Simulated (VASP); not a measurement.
Write the native input for VASP 6.6.1 that does the following.

| Item | Value |
| --- | --- |
| Task | single point |
| Functional | LDA |
| Potentials or basis | VASP PAW LDA potentials, release 64 (Pb_d, Se) |
| Cutoff | 520 eV |
| k mesh | 8 × 8 × 8 |
| Occupations | gaussian, width 0.02 eV |
| Spin | non-collinear spin, zero start, spin-orbit coupling |
| Starting moments | [[0.0, 0.0, 0.0], [0.0, 0.0, 0.0]] μB |
| Further INCAR settings | ALGO = Normal; EDIFF = 1e-07; NBANDS = 32 |

The structure of PbSe (Clausthalite) lies in POSCAR:

```
PbSe
1.0
    0.0000000000      3.0621500000      3.0621500000
    3.0621500000      0.0000000000      3.0621500000
    3.0621500000      3.0621500000      0.0000000000
Pb Se
1 1
Direct
    0.0000000000      0.0000000000      0.0000000000
    0.5000000000      0.5000000000      0.5000000000
```

One way to write it, as run:

INCAR

```
ALGO = Normal
EDIFF = 1E-7
ENCUT = 520
GGA = CA
GGA_COMPAT = F
ISIF = 2
ISMEAR = 0
LASPH = T
LCHARG = T
LORBIT = 11
LREAL = F
LSORBIT = T
LVHAR = T
LWAVE = F
MAGMOM = 0 0 0 0 0 0
NBANDS = 32
NELM = 80
PREC = Accurate
SIGMA = 0.02
```

KPOINTS

```
k-points
0
Gamma
  8 8 8
```

Potentials or basis: VASP PAW LDA potentials, release 64 (Pb_d, Se).

The run is started by

```console
$ cat potpaw_LDA.64/Pb_d/POTCAR potpaw_LDA.64/Se/POTCAR > POTCAR
$ mpirun -np 1 vasp_ncl > vasp.out
```

Results of the run:

```json
{
 "Pressure": "-2.4 GPa",
 "Net moment": "0.00 μB per cell",
 "Valence electrons inside the program's atomic spheres": "Pb 11.87; Se 3.80"
}
```

Run time: 62 s on 1 thread of Intel(R) Xeon(R) 6975P-C (Granite Rapids) (shared host), peak memory 0.29 GiB.
